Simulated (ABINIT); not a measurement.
BaTe:

```
Ba Te
1.0
     0.00000    3.41000    3.41000
     3.41000    0.00000    3.41000
     3.41000    3.41000    0.00000
Ba Te
1 1
Direct
  0.00000 0.00000 0.00000
  0.50000 0.50000 0.50000
```

Base run:

```yaml
Program: ABINIT 10.8.3 (patched build)
Functional: HSE06
Potentials_or_basis: SG15 NC PBE v1.2
Cutoff: 707 eV
k_mesh: 4 × 4 × 4
Occupations: fixed
Spin: no spin polarisation
```

Its results: band gap on the k mesh 2.25 eV, indirect (least direct gap 2.63 eV); pressure 3.1 GPa.

The run is repeated on the same cell with these changes: functional from HSE06 to PBE. What comes out?

Band gap on the k mesh 1.42 eV, indirect (least direct gap 1.76 eV); pressure 3.8 GPa.

HSE06 gives the wider gap, since exact exchange removes part of the self-interaction.

Caveats: spin-orbit coupling is left out, which moves the levels of the heavy elements; Libxc's HSE differs a little from that of other programs (some runs); the potentials were made for another functional, which shifts forces and pressure (some runs).

A k mesh can miss the band edges.
